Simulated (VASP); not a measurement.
# ZrS2 in VASP: notebook

Runs on ZrS2. Level: LDA. Tasks: single point.

Everything below comes from runs of VASP 6.6.1. Logs are shortened: lines on timing, memory, paths and dates and some standing lists are left out, and cuts for length are marked.

### 1 The slab as given

The cell holds a slab with vacuum, 3 atoms: a = 3.691 Å, b = 3.691 Å, c = 20.874 Å, α = 90.00°, β = 90.00°, γ = 120.00°.

### 2 Single point, LDA

File INCAR:

```
SYSTEM = ZrS2
ALGO = Normal ; DIPOL = 0.5 0.5 0.500
EDIFF = 1E-7 ; ENCUT = 600
IDIPOL = 3 ; ISIF = 2
ISMEAR = 0 ; LASPH = .TRUE.
LCHARG = .FALSE. ; LDIPOL = .TRUE.
LREAL = .FALSE. ; LVACPOTAV = .TRUE.
LVHAR = .TRUE. ; LWAVE = .FALSE.
NBANDS = 23 ; NELM = 120
PREC = Accurate ; SIGMA = 0.05
```

File KPOINTS:

```
k-points
0
G
  9 9 1
  0 0 0
```

File POSCAR:

```
ZrS2
1.0
    3.6913825500      0.0000000000      0.0000000000
   -1.8456912700      3.1968310600      0.0000000000
    0.0000000000      0.0000000000     20.8744649004
S Zr
2 1
Direct
    0.6666666667      0.3333333333      0.4311487764
    0.3333333333      0.6666666667      0.5688512236
    0.0000000000      0.0000000000      0.5000000000
```

Potentials or basis: VASP PAW LDA potentials, release 64 (S, Zr_sv).

Launch:

```console
$ cat potpaw_LDA.64/S/POTCAR potpaw_LDA.64/Zr_sv/POTCAR > POTCAR
$ mpirun -np 1 vasp_std > vasp.out
```

OUTCAR:

```text
SYSTEM = ZrS2
   EDIFF = 1E-7
   ENCUT = 600
   ISIF = 2
   ISMEAR = 0
   LASPH = .TRUE.
   LREAL = .FALSE.
   NELM = 120
   PREC = Accurate

 Found     12 irreducible k-points:

 Following reciprocal coordinates:
            Coordinates               Weight
  0.000000  0.000000  0.000000      1.000000
  0.111111 -0.000000  0.000000      6.000000
  0.222222  0.000000  0.000000      6.000000
  0.333333 -0.000000  0.000000      6.000000
  0.444444  0.000000  0.000000      6.000000
  0.111111  0.111111  0.000000      6.000000
   k-points           NKPTS =     12   k-points in BZ     NKDIM =     12   number of bands    NBANDS=     23
   number of dos      NEDOS =    301   number of ions     NIONS =      3
   total plane-waves  NPLWV = 151200
   dimension x,y,z NGX =    30 NGY =   30 NGZ =  168
   dimension x,y,z NGXF=    60 NGYF=   60 NGZF=  336
   ions per type =               2   1
   NGX,Y,Z   is equivalent  to a cutoff of  13.51, 13.51, 13.38 a.u.
   NGXF,Y,Z  is equivalent  to a cutoff of  27.02, 27.02, 26.76 a.u.
 SYSTEM =  ZrS2
   PREC   = accura    normal or accurate (medium, high low for compatibility)
   ISTART =      0    job   : 0-new  1-cont  2-samecut
   ICHARG =      2    charge: 1-file 2-atom 10-const
   ISPIN  =      1    spin polarized calculation?
   LNONCOLLINEAR =      F non collinear calculations
   LSORBIT =      F    spin-orbit coupling
   LASPH  =      T    aspherical Exc in radial PAW
   ENCUT  =  600.0 eV  44.10 Ry    6.64 a.u.   7.37  7.37 41.69*2*pi/ulx,y,z
   NELM   =    120;   NELMIN=  2; NELMDL= -5     # of ELM steps
   EDIFF  = 0.1E-06   stopping-criterion for ELM
   LREAL  =      F    real-space projection
   EDIFFG = 0.1E-05   stopping-criterion for IOM
   NSW    =      0    number of steps for IOM
   IBRION =     -1    ionic relax: 0-MD 1-quasi-New 2-CG
   NFREE  =      0    steps in history (QN), initial steepest desc. (CG)
   ISIF   =      2    stress and relaxation
   ISYM   =      2    0-nonsym 1-usesym 2-fastsym
   POTIM  = 0.5000    time-step for ionic-motion
   TEBEG  =    0.0;   TEEND  =   0.0 temperature during run
   PSTRESS=    0.0 pullay stress
   NELECT =      24.0000    total number of electrons
   NUPDOWN=      -1.0000    fix difference up-down
   EMIN   =  10.00;   EMAX   =-10.00  energy-range for DOS
   EFERMI =   0.00;   METHOD = LEGACY
   ISMEAR =     0;   SIGMA  =   0.05  broadening in eV -4-tet -1-fermi 0-gaus
   EFERMI_NEDOS =   21; number of points for ismear=-14 and -15
   IALGO  =     38    algorithm
   IMIX   =      4    mixing-type and parameters
     AMIX     =   0.40;   BMIX     =  1.00
     AMIX_MAG =   1.60;   BMIX_MAG =  1.00
  volume/ion in A,a.u.               =      82.11       554.11
  Fermi-wavevector in a.u.,A,eV,Ry     =   0.753304  1.423539  7.720866  0.567468
  Thomas-Fermi vector in A             =   1.850713
   LORBIT       =      0    0 simple, 1 ext, 2 COOP (PROOUT), +10 PAW based schemes
   GGA     = CA    functional components
   LHFCALC =     F    Hartree Fock is set to
   AEXX    =    0.0000 exact exchange contribution
   IVDW    =     0    specifies the selected vdW correction
   LEPSILON=     F    determine dielectric tensor
   LRPA    =     F    only Hartree local field effects (RPA)
 non-spin polarized calculation
 Gauss-broadening in eV      SIGMA  =   0.05
  energy-cutoff  :      600.00
  volume of cell :      246.33
 maximum number of plane-waves:      8297
 NGX is ok and might be reduce to    30
   NGX = 15   NGY = 15   NGZ = 83

 number of electron      23.9999999 magnetization

 dipolmoment           0.000000      0.000000     -0.000000 electrons x Angstroem

 Free energy of the ion-electron system (eV)
  ---------------------------------------------------
  ext. energy  EPLUGINS =         0.00000000
  ---------------------------------------------------
  free energy    TOTEN  =       -23.19884019 eV

  energy without entropy =      -23.19884019  energy(sigma->0) =      -23.19884019

 E-fermi :  -3.3162     XC(G=0):  -3.1969

 val. band max:       -3.5959611802   @ k =   0.0000   0.0000   0.0000
 cond. band min:      -2.4551206542   @ k =   0.4444   0.0000   0.0000
 fundamental gap:      1.1408405261
 Fermi energy:        -3.3161599138

 k-point     1 :       0.0000    0.0000    0.0000
  band No.  band energies     occupation
      1     -52.1869      2.00000
      2     -30.4022      2.00000
      3     -30.2562      2.00000
      4     -30.2562      2.00000
      5     -15.8948      2.00000
      6     -14.7156      2.00000
[... 15 lines left out ...]
     22       4.0525      0.00000
     23       4.2308      0.00000

 k-point     2 :       0.1111   -0.0000    0.0000
  band No.  band energies     occupation
      1     -52.1847      2.00000
      2     -30.3958      2.00000
      3     -30.2864      2.00000
      4     -30.2627      2.00000
      5     -15.7712      2.00000
      6     -14.7363      2.00000
[... 15 lines left out ...]
     22       4.2646      0.00000
     23       4.4362      0.00000

 k-point     3 :       0.2222    0.0000    0.0000
  band No.  band energies     occupation
      1     -52.1794      2.00000
      2     -30.3806      2.00000
      3     -30.3611      2.00000
      4     -30.2790      2.00000
      5     -15.4507      2.00000
      6     -14.7814      2.00000
[... 15 lines left out ...]
     22       4.9058      0.00000
     23       4.9117      0.00000

 k-point     4 :       0.3333   -0.0000    0.0000
  band No.  band energies     occupation
      1     -52.1733      2.00000
      2     -30.4472      2.00000
      3     -30.3602      2.00000
      4     -30.2976      2.00000
      5     -15.1256      2.00000
      6     -14.7576      2.00000
[... 15 lines left out ...]
     22       4.9846      0.00000
     23       5.8058      0.00000

 k-point     5 :       0.4444    0.0000    0.0000
  band No.  band energies     occupation
      1     -52.1693      2.00000
      2     -30.5012      2.00000
      3     -30.3481      2.00000
      4     -30.3096      2.00000
      5     -15.0520      2.00000
      6     -14.5732      2.00000
[... 15 lines left out ...]
     22       6.0908      0.00000
     23       6.2004      0.00000

 k-point     6 :       0.1111    0.1111    0.0000
  band No.  band energies     occupation
      1     -52.1810      2.00000
      2     -30.3846      2.00000
      3     -30.3367      2.00000
      4     -30.2768      2.00000
      5     -15.5469      2.00000
      6     -14.7712      2.00000
[... 15 lines left out ...]
     22       4.7036      0.00000
     23       4.7846      0.00000

 [... further k-points ...]
[... 5 lines left out ...]
  --------------------------------------------------------------------------------------
  -------------------------------------------------------------------------------------
  Total       -2.2220101     -2.2220101     -1.1555427     -0.0000000      0.0000000      0.0000000
  in kB      -14.4521517    -14.4521516     -7.5157530     -0.0000000      0.0000000      0.0000000
  external PRESSURE =     -12.1400188 kB  Pullay stress =       0.0000000 kB

 VOLUME and BASIS-vectors are now :
 -----------------------------------------------------------------------------
  energy-cutoff  :      600.00
  volume of cell :      246.33
      direct lattice vectors                 reciprocal lattice vectors
     3.691382550  0.000000000  0.000000000     0.270901210  0.156404886  0.000000000
    -1.845691270  3.196831060  0.000000000     0.000000000  0.312809774  0.000000000
     0.000000000  0.000000000 20.874464900     0.000000000  0.000000000  0.047905420

 POSITION                                       TOTAL-FORCE (eV/Angst)
 -----------------------------------------------------------------------------------
      1.84569      1.06561      9.00000         0.000000     -0.000000      0.398508
      0.00000      2.13122     11.87446        -0.000000      0.000000     -0.398508
      0.00000      0.00000     10.43723        -0.000000      0.000000      0.000000
 -----------------------------------------------------------------------------------
    total drift:                                0.000000     -0.000000     -0.000000

  FREE ENERGIE OF THE ION-ELECTRON SYSTEM (eV)
  ---------------------------------------------------
  free  energy   TOTEN  =       -23.1988401909 eV

  energy  without entropy=      -23.1988401909  energy(sigma->0) =      -23.19884019

 vacuum level on the upper side and lower side of the slab         3.041         3.041
```

Run time: 3.5 min. Hardware: 1 thread of AMD EPYC 7R43 (Zen 3), shared host; peak memory 0.29 GiB.

These settings aren't checked as converged: the numbers below hold their error.

Results:

```
Free energy                            : -23.1988 eV
Largest force                          : 0.399 eV/Å
Band gap on the k mesh                 : 1.14 eV, indirect (least direct gap 1.58 eV)
Ionisation potential of the upper face : 6.64 eV
```

[end of part 1 of 2]
